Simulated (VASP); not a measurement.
SiC (Moissanite 3C), 2 atoms in the cell. It takes space group F-43m (No. 216, cubic). Conventional cell: a = 4.358 Å, b = 4.358 Å, c = 4.358 Å, α = 90.00°, β = 90.00°, γ = 90.00°. Si (site symmetry -43m) is surrounded by 4 C at 1.89 Å. Around C (site symmetry -43m) lie 4 Si at 1.89 Å. 

```yaml
Program: VASP 6.6.1
Task: relaxation of cell and atoms
Functional: AM05
Potentials_or_basis: VASP PAW PBE potentials, release 64 (Si, C)
Cutoff: 600 eV
k_mesh: 10 × 10 × 10
Occupations: gaussian, width 0.03 eV
Spin: no spin polarisation
Further_INCAR_settings: ALGO = Normal; EDIFF = 1e-06; IBRION = 2; EDIFFG = -0.01; NSW = 90; ISIF = 3
```

Potentials or basis: VASP PAW PBE potentials, release 64 (Si, C).

Run with:

```console
$ cat potpaw_PBE.64/Si/POTCAR potpaw_PBE.64/C/POTCAR > POTCAR
$ mpirun -np 1 vasp_std > vasp.out
```

Hardware: 1 thread of Intel(R) Xeon(R) 6975P-C (Granite Rapids), on a shared host.

Task: How long does it take, and how much memory?

Result: Wall time 11 s on 1 thread of Intel(R) Xeon(R) 6975P-C (Granite Rapids), on a shared host, peak memory 0.15 GiB. Counts: scf iterations 21, k points 47, ion steps 3.
